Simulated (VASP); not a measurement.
A run of VASP 6.6.1:

The input INCAR:

```
SYSTEM = ZnS
ALGO = Normal
EDIFF = 1E-7
EDIFFG = -0.005
ENCUT = 600
GGA = PE
IBRION = 2
ISIF = 3
ISMEAR = 0
LASPH = .True.
LCHARG = .False.
LREAL = .False.
LWAVE = .False.
NELM = 80
NSW = 90
PREC = Accurate
SIGMA = 0.03
```

File KPOINTS:

```
k-points
0
Gamma
  10 10 10
  0 0 0
```

The input POSCAR:

```
ZnS                                     
1.0
    0.0000000000      2.7235213220      2.7235213220
    2.7235213220      0.0000000000      2.7235213220
    2.7235213220      2.7235213220      0.0000000000
  Zn              S             
     1     1
Direct
     0.2500000000000000    0.2500000000000000    0.2500000000000000
     0.0000000000000000    0.0000000000000000    0.0000000000000000
```

Potentials or basis: VASP PAW PBE potentials, release 64 (Zn, S).

Launch:

```bash
$ cat potpaw_PBE.64/Zn/POTCAR potpaw_PBE.64/S/POTCAR > POTCAR
$ mpirun -np 1 vasp_std > vasp.out
```

Hardware: 1 thread of Intel(R) Xeon(R) 6975P-C (Granite Rapids) (shared host).

**Question.** Estimate the wall time of this run.

**Answer.** Wall time 11 s on 1 thread of Intel(R) Xeon(R) 6975P-C (Granite Rapids), on a shared host, peak memory 0.18 GiB. Counts: scf iterations 14, k points 47, ion steps 1.
